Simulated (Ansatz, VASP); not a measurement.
Two plane-wave programs on CaF2 (lda)

```
Ca F
1.0
     0.00000    2.73160    2.73160
     2.73160    0.00000    2.73160
     2.73160    2.73160    0.00000
Ca F
1 2
Direct
  0.00000 0.00000 0.00000
  0.25000 0.25000 0.25000
  0.75000 0.75000 0.75000
```

Alike in both runs: task single point; functional LDA; k mesh 6 × 6 × 6; occupations gaussian, width 0.1 eV; no spin polarisation.

|  | VASP | Ansatz |
| --- | --- | --- |
| version | VASP 6.6.1 | Ansatz 0.2.0 |
| potentials or method | VASP PAW LDA potentials, release 64 (Ca_sv, F) | scalar-relativistic, plane waves, PAW |
| plane-wave cutoff (eV) | 520 | 420 |
| valence electrons in the cell | 24 | 24 |

|  | VASP | Ansatz | Ansatz less VASP |
| --- | --- | --- | --- |
| gap on the k mesh at the Fermi level (eV) | 6.90 | 6.92 | +0.022 |
| least direct gap on the mesh (eV) | 7.16 | 7.18 | +0.020 |
| pressure (GPa) | -6.1 | -6.5 | -0.39 |

A k mesh can miss the band edges.
